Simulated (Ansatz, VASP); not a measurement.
# MgI2: VASP beside Ansatz

The input INCAR:

```
SYSTEM = MgI2
  ALGO = Normal
  EDIFF = 1E-6
  ENCUT = 520
  GGA = PS
  ISIF = 2
  ISMEAR = 0
  LASPH = .True.
  LCHARG = .False.
  LREAL = .False.
  LWAVE = .False.
  NBANDS = 15
  NELM = 80
  PREC = Accurate
  SIGMA = 0.05
```

File KPOINTS:

```
k-points
0
Gamma
  6 6 4
  0 0 0
```

Contents of POSCAR:

```
MgI2
1.0
    4.2783111250      0.0000000000      0.0000000000
   -2.1391555625      3.7051261196      0.0000000000
    0.0000000000      0.0000000000      6.9649300000
Mg I
1 2
Direct
    0.0000000000      0.0000000000      0.0000000000
    0.3333333333      0.6666666667      0.7576300000
    0.6666666667      0.3333333333      0.2423700000
```

Input for Ansatz:

```yaml
crystal:
  lattice:
    - [4.278311125, 0.0, 0.0]
    - [-2.1391555625, 3.7051261196, 0.0]
    - [0.0, 0.0, 6.96493]
  atoms:
    - { symbol: Mg, position: [0.0, 0.0, 0.0] }
    - { symbol: I, position: [0.3333333333, 0.6666666667, 0.75763] }
    - { symbol: I, position: [0.6666666667, 0.3333333333, 0.24237] }
basis:
  ecutwfc: 420
kpoints:
  mp_grid: { grid: [6, 6, 4] }
hamiltonian:
  xc: pbesol
scf:
  occupations: { method: gaussian, width: 0.05 }
output:
  forces: true
  stress: true
  eigenvalues: true
```

Change from the starting cell: strain +0.030 along x and y, +0.015 along z, atoms carried along.

Alike in both runs: task single point; functional PBEsol; k mesh 6 × 6 × 4; occupations gaussian, width 0.05 eV; no spin polarisation.

|  | VASP | Ansatz |
| --- | --- | --- |
| version | VASP 6.6.1 | Ansatz 0.2.0 |
| potentials or method | VASP PAW PBE potentials, release 64 (Mg, I) | scalar-relativistic, plane waves, PAW |
| plane-wave cutoff (eV) | 520 | 420 |
| valence electrons in the cell | 16 | 44 |

|  | VASP | Ansatz | Ansatz less VASP |
| --- | --- | --- | --- |
| gap on the k mesh at the Fermi level (eV) | 3.21 | 3.22 | +0.011 |
| least direct gap on the mesh (eV) | 3.21 | 3.22 | +0.011 |
| pressure (GPa) | -2.1 | -2.1 | +0.03 |
| largest component of the traceless stress (GPa) | 0.54 | 0.54 | -0.002 |
| rms of the force components (eV/Å) | 0.153 | 0.150 | -0.0029 |

Atom by atom the forces differ by 0.003 eV/Å (rms over components). With one functional, cell and mesh, what is left measures potentials, basis and numerics. The two sets of potentials don't hold the same shells in valence.

Caveats: the PAW data sets were made with another functional, which shifts forces and pressure a little (VASP); spin-orbit coupling is left out, which moves the levels of the heavy elements; this functional lacks dispersion, which binds the layers, so the pressure and a relaxed spacing across them are unreliable. A k mesh can miss the band edges.
